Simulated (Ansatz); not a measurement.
Task: a point defect in a supercell of ZrO2, space group Fm-3m, with the Ansatz DFT code, driven from Python. Give the script and its output. Level of theory (first run): mr2scan, PAW, cutoff 550 eV, 4×4×4 k-points, Gaussian smearing of 0.05 eV.

```
Zr O
1.0
     0.00000    2.53500    2.53500
     2.53500    0.00000    2.53500
     2.53500    2.53500    0.00000
Zr O
1 2
Direct
  0.00000 0.00000 0.00000
  0.25000 0.25000 0.25000
  0.75000 0.75000 0.75000
```

`zro2.py`:
```python
"""Point defect (vacancy) in ZrO2."""

import ansatz as az
import numpy as np


def main() -> None:
    vectors = np.array([
        [0.0, 2.535, 2.535],
        [2.535, 0.0, 2.535],
        [2.535, 2.535, 0.0],
    ])
    cell = (
        az.Lattice.of(vectors)
        .atom("Zr", [0.0, 0.0, 0.0])
        .atom("O", [0.25, 0.25, 0.25])
        .atom("O", [0.75, 0.75, 0.75])
    )
    host = cell.supercell(2, 2, 1)
    defective = host.vacancy("O", at=[0.25, 0.25, 0.25])

    def prepare(structure):
        return (
            structure.calculation()
            .functional("mr2scan")
            .pseudopotentials("paw")
            .basis(550)
            .accuracy("medium")  # preset for grids and thresholds
            .kpoints(mesh=(4, 4, 4), shift=0.5)
            .occupations("gaussian", width=0.05)  # the run then minimises F = E - TS
            .band_table()
        )


    # the dielectric constant is a typed guess; take it from a response run in earnest
    perfect = prepare(host).run(threads=1, pin="off").report
    calculation = prepare(defective).charge(2).charged_corrections(epsilon=12.0).forces()
    out = calculation.run(threads=1, pin="off")
    data = out.report

    n_host, n_defect = len(perfect["lattice"]["sites"]), len(data["lattice"]["sites"])
    print(f"perfect cell: {n_host} atoms, F = {perfect['free_energy_ev']:.4f} eV")
    print(f"defect cell:  {n_defect} atoms, F = {data['free_energy_ev']:.4f} eV")
    # chemical potentials are still to be added to this difference
    print(f"difference {data['free_energy_ev'] - perfect['free_energy_ev']:.4f} eV (no chemical potentials)")
    print(f"point-charge correction {out.charged_corrections().monopole_ev:.3f} eV at charge {2:+d}")

    for label, run in (("perfect", perfect), ("defect", data)):
        levels, filled = np.array(run["eigenvalues_ev"][0]), np.array(run["occupations"][0])
        top = int(np.argmin(np.abs(levels - run["fermi_energy_ev"])))
        window = slice(max(top - 3, 0), top + 4)
        print(label, "levels near E_F at the first k-point:", ", ".join(f"{e - run['fermi_energy_ev']:.2f} ({f:.2f})" for e, f in zip(levels[window], filled[window])))

    for site in out.lattice.sites:
        print(f"{site.symbol:2s}", " ".join(f"{v:8.4f}" for v in site.position_ang))


if __name__ == "__main__":
    main()
```

```console
$ python zro2.py
perfect cell: 12 atoms, F = -21352.2430 eV
defect cell:  11 atoms, F = -20807.1156 eV
difference 545.1274 eV (no chemical potentials)
point-charge correction 1.223 eV at charge +2
perfect levels near E_F at the first k-point: -2.84 (2.00), -2.52 (2.00), -2.06 (2.00), 2.06 (0.00), 2.18 (0.00), 2.46 (0.00), 2.57 (0.00)
defect levels near E_F at the first k-point: -1.56 (2.00), -1.48 (2.00), -1.42 (2.00), -0.84 (2.00), 0.87 (0.00), 2.89 (0.00), 3.02 (0.00)
Zr   0.0000   0.0000   0.0000
O    3.8025   3.8025   3.8025
Zr   2.5350   0.0000   2.5350
O    3.8025   1.2675   3.8025
O    6.3375   3.8025   6.3375
Zr   0.0000   2.5350   2.5350
O    1.2675   3.8025   3.8025
O    3.8025   6.3375   6.3375
Zr   2.5350   2.5350   5.0700
O    3.8025   3.8025   6.3375
O    6.3375   6.3375   8.8725
```

Notes:
- The settings weren't tested for convergence.
- Spin is left out of this run.
- The computed bands are complete only to about 3.0 eV above the Fermi level.
- Of the deposited cell: the entry's cell lengths or inner coordinates differ somewhat from later room-temperature determinations.
- The atoms stand at ideal sites; relaxing them can change energy and levels by an eV or more.
- The difference holds no chemical potentials.
- This is a high-temperature or high-pressure form, not the ambient phase.
- In a crystal with a gap the Fermi level's place inside it depends on smearing and mesh.
- Each cell's levels count from its own Fermi level and aren't aligned; one k-point can hide that the defect cell is metallic.
- The structure is a deposited one; some such entries were measured under pressure or heat, so a shift against it needn't be the functional's error alone.
- Gaps and levels are Kohn-Sham values on a finite set of k-points, without spin-orbit coupling.
- The supercell is small, so the defect meets its images and the energies aren't those of an isolated defect; a partly filled defect level may also lower its energy by spin or distortion. For a charged cell the difference holds no correction, alignment or term for the electrons' reservoir.
- The whole script took 53 s on 1 thread of Arm Neoverse V1 (shared host), peak memory 0.91 GiB.
